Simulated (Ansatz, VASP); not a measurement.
**BaTiO3: VASP beside Ansatz**

```
Ba Ti O
1.0
     2.86319    1.65306    2.35650
    -2.86319    1.65306    2.35650
     0.00000   -3.30613    2.35650
Ba Ti O
1 1 3
Direct
  0.99460 0.99460 0.99460
  0.48035 0.48035 0.48035
  0.51120 0.51120 0.02185
  0.02185 0.51120 0.51120
  0.51120 0.02185 0.51120
```

Alike in both runs: functional PBE; k mesh 6 × 6 × 6; occupations gaussian, width 0.02 eV; no spin polarisation.

Ansatz relaxed the structure, and its values are those at the end. VASP's run is a single point on that final structure, the one shown.

|  | VASP | Ansatz |
| --- | --- | --- |
| version | VASP 6.6.1 | Ansatz 0.2.0 |
| potentials or method | VASP PAW PBE potentials, release 64 (Ba_sv, Ti_sv, O) | scalar-relativistic, plane waves, PAW |
| plane-wave cutoff (eV) | 520 | 420 |
| valence electrons in the cell | 40 | 40 |

```tsv
	VASP	Ansatz	Ansatz less VASP
gap on the k mesh at the Fermi level (eV)	2.59	2.63	+0.044
least direct gap on the mesh (eV)	3.13	3.13	+0.009
pressure (GPa)	1.6	0.0	-1.58
rms of the force components (eV/Å)	0.036	0.000	-0.0359
```

Caveats: spin-orbit coupling is left out, which moves the levels of the heavy elements. A hybrid or GW would open this gap; PBE tends to underestimate it. A k mesh can miss the band edges.
